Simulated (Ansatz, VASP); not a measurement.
# Two plane-wave programs on I2

```xyz
2
Lattice="12.0000 0.0000 0.0000 0.0000 12.3000 0.0000 0.0000 0.0000 12.6000" Properties=species:S:1:pos:R:3 pbc="T T T"
I     6.0000    6.1500    4.9526
I     6.0000    6.1500    7.6474
```

Alike in both runs: functional revPBE; k mesh 1 × 1 × 1; occupations fermi-dirac, width 0.01 eV; no spin polarisation.

Ansatz relaxed the structure, and its values are those at the end. VASP's run is a single point on that final structure, the one shown.

```csv
,VASP,Ansatz
version,VASP 6.6.1,Ansatz 0.2.0
potentials or method,"VASP PAW PBE potentials, release 64 (I)","plane waves (420 eV) with PAW, scalar-relativistic"
plane-wave cutoff (eV),520,420
valence electrons in the cell,14,34
```

Ansatz gave:

```
rms of the force components (eV/Å) : 0.001
```

Question: Estimate VASP's values.

Answer: rms of the force components (eV/Å): 0.012.

The two sets of potentials don't hold the same shells in valence.

Caveats: the PAW data sets were made with another functional, which shifts forces and pressure a little (VASP).
